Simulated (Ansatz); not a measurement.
# HgS (F-43m): lattice vibrations

```
Hg S
1.0
     0.00000    2.93827    2.93827
     2.93827    0.00000    2.93827
     2.93827    2.93827    0.00000
Hg S
1 1
Cartesian
  0.0000 0.0000 0.0000
  4.4074 4.4074 4.4074
```

Conventional cell: a = 5.877 Å, b = 5.877 Å, c = 5.877 Å, α = 90.00°, β = 90.00°, γ = 90.00°. Around Hg (atom 1) lie 4 S at 2.54 Å. S (atom 2) has 4 Hg at 2.54 Å as nearest neighbours.

Unless marked otherwise, the numbers come from PBEsol, all-electron LAPW in Ansatz 0.2.0, scalar-relativistic. k mesh 10×10×10, Fermi-Dirac smearing of 0.080 eV, basis error target 1 meV/atom. The cell was relaxed by PAW under this functional.

Atoms are displaced by 0.01 Å in the smallest supercells that hold the wave vectors of a 2×2×2 mesh. Negative values stand for unstable modes.

Problem. What are the phonon energies at the solved wave vectors, in THz?

Solution. 

```csv
q,point,modes (THz)
0.000 0.000 0.000,Gamma,5.10 (×3)
0.500 0.000 0.000,L,"0.72 (×2), 2.71, 6.52 (×2), 8.55"
0.500 0.500 0.000,X,"0.70 (×2), 2.97, 7.70 (×2), 8.12"
```

Problem. Is the structure dynamically stable at these wave vectors?

Solution. Yes, no mode is unstable there, though one zone-boundary mode is very soft; wave vectors off this mesh aren't tested.

Problem. How do the optical zone-centre modes decompose, and which are active?

Solution. Point group -43m: Γ_opt = T2.

| label | THz | activity | mostly |
| --- | --- | --- | --- |
| T2 | 5.10 | IR and Raman | S (86 %) |

In a metal the activity is that of symmetry alone; free carriers screen the infrared modes.

Problem. How well do frozen-core PAW files reproduce these all-electron values?

Solution. With a cutoff of 420 eV and displacements of 0.0025 Å, the r.m.s. difference over the modes is 0.1 cm⁻¹; the largest difference is 23.6 (PAW) against 23.4 cm⁻¹ (LAPW).

Problem. The cell is scaled evenly to 49.213 and 52.257 Å³ (from 50.735), with free atoms relaxed and the shape held. What are the mode Grüneisen parameters γ = −d ln ω/d ln V?

Solution. For the highest mode, 299.0 cm⁻¹ in the small cell and 272.3 in the large one give γ ≈ 1.56. From the change of the dynamical matrix on each mode:

```
point   cm⁻¹      γ
Gamma  170.2   2.61
    L   23.9  -3.85
    L   90.4   0.95
    L  217.6   2.03
    L  285.2   1.56
    X   23.4  -5.75
    X   99.1   1.29
    X  256.8   1.74
    X  270.9   1.59
```

Weighted by the modes' heat capacities at 300 K, the mean on this mesh is -0.39; it moves with the q mesh, and a coarse one overweights the zone boundary. Rows under −0.05 (2 here) are modes that soften under compression and pull towards negative thermal expansion.

Keep in mind: the gap is closed or tiny at this level, so small that the run used smearing; responses move with mesh and smearing; no spin-orbit coupling on heavy atoms; a very soft zone-boundary mode, near an instability or sensitive to the mesh; this zinc-blende form is metastable at ambient conditions; the frozen-core PAW files of the compared runs were fitted under PBE, their cores solved anew for this functional; responses of metals move with mesh and smearing.
